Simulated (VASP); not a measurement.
# BP (F-43m) in VASP: further runs

Runs on BP. Level: PBE+D3(BJ). Tasks: relaxation of the atoms.

Everything below comes from runs of VASP 6.6.1. Logs are shortened: lines on timing, memory, paths and dates and some standing lists are left out, and cuts for length are marked.

## (1) The structure

The structure is cubic, space group F-43m (No. 216). Conventional cell: a = 4.505 Å, b = 4.505 Å, c = 4.505 Å, α = 90.00°, β = 90.00°, γ = 90.00°. B (site symmetry -43m) has 4 P at 1.95 Å as nearest neighbours. Around P (site symmetry -43m) lie 4 B at 1.95 Å.

## (2) Relaxation of the atoms, PBE+D3(BJ) (a relaxed cell with its volume scaled by 0.94)

Contents of INCAR:

```
SYSTEM = BP
PREC = Accurate
ENCUT = 600
EDIFF = 1E-7
ISMEAR = 0
SIGMA = 0.03
LREAL = .FALSE.
LASPH = .TRUE.
NELM = 80
ALGO = Normal
ISIF = 2
LWAVE = .FALSE.
LCHARG = .FALSE.
GGA = PE
IVDW = 12
IBRION = 2
NSW = 40
EDIFFG = -0.01
```

Contents of KPOINTS:

```
regular mesh
0
G
  10 10 10
  0 0 0
```

Contents of POSCAR:

```
BP                                      
1.0
    0.0000000000      2.2066635139      2.2066635139
    2.2066635139      0.0000000000      2.2066635139
    2.2066635139      2.2066635139      0.0000000000
  B               P             
     1     1
Direct
     0.0000000000000000    0.0000000000000000    0.0000000000000000
     0.2500000000000000    0.2500000000000000    0.2500000000000000
```

Potentials or basis: VASP PAW PBE potentials, release 64 (B, P).

The run is started by

```
$ cat potpaw_PBE.64/B/POTCAR potpaw_PBE.64/P/POTCAR > POTCAR
$ mpirun -np 1 vasp_std > vasp.out
```

OUTCAR:

```text
SYSTEM = BP
   PREC = Accurate
   ENCUT = 600
   EDIFF = 1E-7
   ISMEAR = 0
   LREAL = .FALSE.
   LASPH = .TRUE.
   NELM = 80
   ISIF = 2
   GGA = PE
   IVDW = 12
   IBRION = 2
   NSW = 40
   EDIFFG = -0.01
 IVDW          = 12

 ion  position               nearest neighbor table
   1  0.000  0.000  0.000-   2 1.91   2 1.91   2 1.91   2 1.91
   2  0.250  0.250  0.250-   1 1.91   1 1.91   1 1.91   1 1.91

  LATTYP: Found a face centered cubic cell.
 ALAT       =     4.4133270278

  Lattice vectors:

 A1 = (   0.0000000000,   2.2066635139,   2.2066635139)
 A2 = (   2.2066635139,   0.0000000000,   2.2066635139)
 A3 = (   2.2066635139,   2.2066635139,   0.0000000000)

Analysis of symmetry for initial positions (statically):
=====================================================================
 Subroutine PRICEL returns:
 Original cell was already a primitive cell.

 Routine SETGRP: Setting up the symmetry group for a
 face centered cubic supercell.

 Subroutine GETGRP returns: Found 24 space group operations
 (whereof 24 operations were pure point group operations)
 out of a pool of 48 trial point group operations.

The static configuration has the point symmetry T_d .

Analysis of symmetry for dynamics (positions and initial velocities):
=====================================================================
 Subroutine PRICEL returns:
 Original cell was already a primitive cell.

 Routine SETGRP: Setting up the symmetry group for a
 face centered cubic supercell.

 Subroutine GETGRP returns: Found 24 space group operations
 (whereof 24 operations were pure point group operations)
 out of a pool of 48 trial point group operations.

The dynamic configuration has the point symmetry T_d .

 Subroutine INISYM returns: Found 24 space group operations
 (whereof 24 operations are pure point group operations),
 and found     1 'primitive' translations

----------------------------------------------------------------------------------------

                                     Primitive cell

  volume of cell :      21.4901

  direct lattice vectors                    reciprocal lattice vectors
     0.000000000  2.206663514  2.206663514    -0.226586426  0.226586426  0.226586426
     2.206663514  0.000000000  2.206663514     0.226586426 -0.226586426  0.226586426
     2.206663514  2.206663514  0.000000000     0.226586426  0.226586426 -0.226586426

  length of vectors
     3.120693469  3.120693469  3.120693469     0.392459203  0.392459203  0.392459203

  position of ions in fractional coordinates (direct lattice)
     0.000000000  0.000000000  0.000000000
     0.250000000  0.250000000  0.250000000

  ion indices of the primitive-cell ions
   primitive index   ion index
                 1           1
                 2           2

----------------------------------------------------------------------------------------

 KPOINTS: regular mesh

Automatic generation of k-mesh.
 Grid dimensions read from file:
 generate k-points for:   10   10   10

 Generating k-lattice:

  Cartesian coordinates                     Fractional coordinates (reciprocal lattice)
    -0.022658643  0.022658643  0.022658643     0.100000000  0.000000000  0.000000000
     0.022658643 -0.022658643  0.022658643     0.000000000  0.100000000  0.000000000
     0.022658643  0.022658643 -0.022658643     0.000000000  0.000000000  0.100000000

  Length of vectors
     0.039245920  0.039245920  0.039245920

  Shift w.r.t. Gamma in fractional coordinates (k-lattice)
     0.000000000  0.000000000  0.000000000

 Subroutine IBZKPT returns following result:
 ===========================================

 Found     47 irreducible k-points:

 Following reciprocal coordinates:
            Coordinates               Weight
  0.000000  0.000000  0.000000      1.000000
  0.100000  0.000000  0.000000      8.000000
  0.200000  0.000000  0.000000      8.000000
  0.300000  0.000000  0.000000      8.000000
  0.400000  0.000000  0.000000      8.000000
  0.500000  0.000000  0.000000      4.000000
[... 16 lines left out ...]
  0.300000  0.300000  0.000000      6.000000
  0.400000  0.300000  0.000000     24.000000
 [... further k-points ...]
   k-points           NKPTS =     47   k-points in BZ     NKDIM =     47   number of bands    NBANDS=      8
   number of dos      NEDOS =    301   number of ions     NIONS =      2
   total plane-waves  NPLWV =  21952
   dimension x,y,z NGX =    28 NGY =   28 NGZ =   28
   dimension x,y,z NGXF=    56 NGYF=   56 NGZF=   56
   ions per type =               1   1
   NGX,Y,Z   is equivalent  to a cutoff of  14.92, 14.92, 14.92 a.u.
   NGXF,Y,Z  is equivalent  to a cutoff of  29.83, 29.83, 29.83 a.u.
 SYSTEM =  BP
   PREC   = accura    normal or accurate (medium, high low for compatibility)
   ISTART =      0    job   : 0-new  1-cont  2-samecut
   ICHARG =      2    charge: 1-file 2-atom 10-const
   ISPIN  =      1    spin polarized calculation?
   LNONCOLLINEAR =      F non collinear calculations
   LSORBIT =      F    spin-orbit coupling
   LASPH  =      T    aspherical Exc in radial PAW
   ENCUT  =  600.0 eV  44.10 Ry    6.64 a.u.   6.23  6.23  6.23*2*pi/ulx,y,z
   NELM   =     80;   NELMIN=  2; NELMDL= -5     # of ELM steps
   EDIFF  = 0.1E-06   stopping-criterion for ELM
   LREAL  =      F    real-space projection
   EDIFFG = -.1E-01   stopping-criterion for IOM
   NSW    =     40    number of steps for IOM
   IBRION =      2    ionic relax: 0-MD 1-quasi-New 2-CG
   NFREE  =      1    steps in history (QN), initial steepest desc. (CG)
   ISIF   =      2    stress and relaxation
   ISYM   =      2    0-nonsym 1-usesym 2-fastsym
   POTIM  = 0.5000    time-step for ionic-motion
   TEBEG  =    0.0;   TEEND  =   0.0 temperature during run
   PSTRESS=    0.0 pullay stress
   NELECT =       8.0000    total number of electrons
   NUPDOWN=      -1.0000    fix difference up-down
   EMIN   =  10.00;   EMAX   =-10.00  energy-range for DOS
   EFERMI =   0.00;   METHOD = LEGACY
   ISMEAR =     0;   SIGMA  =   0.03  broadening in eV -4-tet -1-fermi 0-gaus
   EFERMI_NEDOS =   21; number of points for ismear=-14 and -15
   IALGO  =     38    algorithm
   IMIX   =      4    mixing-type and parameters
     AMIX     =   0.40;   BMIX     =  1.00
     AMIX_MAG =   1.60;   BMIX_MAG =  1.00
  volume/ion in A,a.u.               =      10.75        72.51
  Fermi-wavevector in a.u.,A,eV,Ry     =   1.177675  2.225483 18.870164  1.386918
  Thomas-Fermi vector in A             =   2.314017
   LORBIT       =      0    0 simple, 1 ext, 2 COOP (PROOUT), +10 PAW based schemes
   GGA     = PE    functional components
   LHFCALC =     F    Hartree Fock is set to
   AEXX    =    0.0000 exact exchange contribution
   IVDW    =    12    specifies the selected vdW correction
   LEPSILON=     F    determine dielectric tensor
   LRPA    =     F    only Hartree local field effects (RPA)
 conjugate gradient relaxation of ions
 non-spin polarized calculation
 Gauss-broadening in eV      SIGMA  =   0.03
  energy-cutoff  :      600.00
  volume of cell :       21.49
 maximum number of plane-waves:       728
 NGX is ok and might be reduce to    28
   NGX = 13   NGY = 13   NGZ = 13

 number of electron       8.0000000 magnetization

 Free energy of the ion-electron system (eV)
  ---------------------------------------------------
  ext. energy  EPLUGINS =         0.00000000
  ---------------------------------------------------
  free energy    TOTEN  =       -12.83236112 eV

  energy without entropy =      -12.83236112  energy(sigma->0) =      -12.83236112

 E-fermi :   8.6167     XC(G=0): -11.2704

 val. band max:        8.4485198609   @ k =   0.0000   0.0000   0.0000
 cond. band min:       9.5710937161   @ k =   0.4000   0.4000   0.0000
 fundamental gap:      1.1225738552
 Fermi energy:         8.6167113690

 k-point     1 :       0.0000    0.0000    0.0000
  band No.  band energies     occupation
      1      -7.7755      2.00000
      2       8.4485      2.00000
      3       8.4485      2.00000
      4       8.4485      2.00000
      5      11.9879      0.00000
      6      11.9879      0.00000
      7      11.9879      0.00000
      8      17.1269      0.00000

 k-point     2 :       0.1000    0.0000    0.0000
  band No.  band energies     occupation
      1      -7.5827      2.00000
      2       7.0848      2.00000
      3       8.1328      2.00000
      4       8.1328      2.00000
      5      12.4262      0.00000
      6      12.4262      0.00000
      7      12.5043      0.00000
      8      17.5544      0.00000

 k-point     3 :       0.2000    0.0000    0.0000
  band No.  band energies     occupation
      1      -7.0105      2.00000
      2       4.6168      2.00000
      3       7.5397      2.00000
      4       7.5397      2.00000
      5      12.8450      0.00000
      6      13.1756      0.00000
      7      13.1756      0.00000
      8      18.4543      0.00000

 k-point     4 :       0.3000    0.0000    0.0000
  band No.  band energies     occupation
      1      -6.0858      2.00000
      2       2.1110      2.00000
      3       7.0255      2.00000
      4       7.0255      2.00000
      5      12.8433      0.00000
      6      13.4563      0.00000
      7      13.4563      0.00000
      8      18.9898      0.00000

 k-point     5 :       0.4000    0.0000    0.0000
  band No.  band energies     occupation
      1      -4.9134      2.00000
      2      -0.0665      2.00000
      3       6.7017      2.00000
      4       6.7017      2.00000
      5      12.7731      0.00000
      6      13.3172      0.00000
      7      13.3172      0.00000
      8      18.9496      0.00000
[... 177 lines left out ...]
 k-point    22 :      -0.2000    0.2000    0.0000
  band No.  band energies     occupation
      1      -5.7730      2.00000
      2       2.9974      2.00000
      3       3.9490      2.00000
      4       7.1389      2.00000
      5      13.1224      0.00000
      6      13.9949      0.00000
      7      15.2130      0.00000
      8      17.3863      0.00000

 k-point    23 :       0.3000    0.3000    0.0000
  band No.  band energies     occupation
      1      -5.5064      2.00000
      2       3.5365      2.00000
      3       4.9830      2.00000
      4       4.9830      2.00000
      5       9.9114      0.00000
      6      12.3075      0.00000
      7      17.8561      0.00000
      8      17.8561      0.00000

 k-point    24 :       0.4000    0.3000    0.0000
  band No.  band energies     occupation
      1      -4.6123      2.00000
      2       2.1078      2.00000
      3       4.0853      2.00000
      4       4.6701      2.00000
      5      10.1936      0.00000
      6      12.0426      0.00000
      7      18.4768      0.00000
      8      18.5621      0.00000

 [... further k-points ...]

------------------------ aborting loop because EDIFF is reached ----------------------------------------

 Edisp (eV)   -0.70328

 E8    (eV) :    -0.2566

  FORCE on cell =-STRESS in cart. coord.  units (eV):
  Direction    XX          YY          ZZ          XY          YZ          ZX
  --------------------------------------------------------------------------------------
  -------------------------------------------------------------------------------------
  Total       1.58759     1.58759     1.58759    -0.00000     0.00000    -0.00000
  in kB     118.36173   118.36173   118.36173    -0.00000     0.00000    -0.00000
  external pressure =      118.36 kB  Pullay stress =        0.00 kB

 VOLUME and BASIS-vectors are now :
 -----------------------------------------------------------------------------
  energy-cutoff  :      600.00
  volume of cell :       21.49
      direct lattice vectors                 reciprocal lattice vectors
     0.000000000  2.206663514  2.206663514    -0.226586426  0.226586426  0.226586426
     2.206663514  0.000000000  2.206663514     0.226586426 -0.226586426  0.226586426
     2.206663514  2.206663514  0.000000000     0.226586426  0.226586426 -0.226586426

 POSITION                                       TOTAL-FORCE (eV/Angst)
 -----------------------------------------------------------------------------------
      0.00000      0.00000      0.00000        -0.000000     -0.000000     -0.000000
      1.10333      1.10333      1.10333         0.000000      0.000000      0.000000
 -----------------------------------------------------------------------------------
    total drift:                               -0.000000     -0.000000     -0.000000

  FREE ENERGIE OF THE ION-ELECTRON SYSTEM (eV)
  ---------------------------------------------------
  free  energy   TOTEN  =       -13.5356430081 eV

  energy  without entropy=      -13.5356430081  energy(sigma->0) =      -13.53564301

 reached required accuracy - stopping structural energy minimisation
```

Wall time 8.9 s (1 thread of Intel Xeon Platinum 8375C at 2.90GHz (Ice Lake), shared host); peak memory 0.16 GiB.

Results:

```yaml
Free_energy: -13.5356 eV
Pressure_after_relaxing: 11.8 GPa
Band_gap_on_the_k_mesh: 1.12 eV, indirect (least direct gap 3.54 eV)
Dispersion_energy_per_atom: -0.352 eV
```

Final structure:
```
B P
1.0
     0.00000    2.20666    2.20666
     2.20666    0.00000    2.20666
     2.20666    2.20666    0.00000
B P
1 1
Direct
  0.00000 0.00000 0.00000
  0.25000 0.25000 0.25000
```

Caveat: the relaxation stopped at its first step, so nothing moved. A k mesh can miss the band edges.

(Part 1 of 2 ends here.)
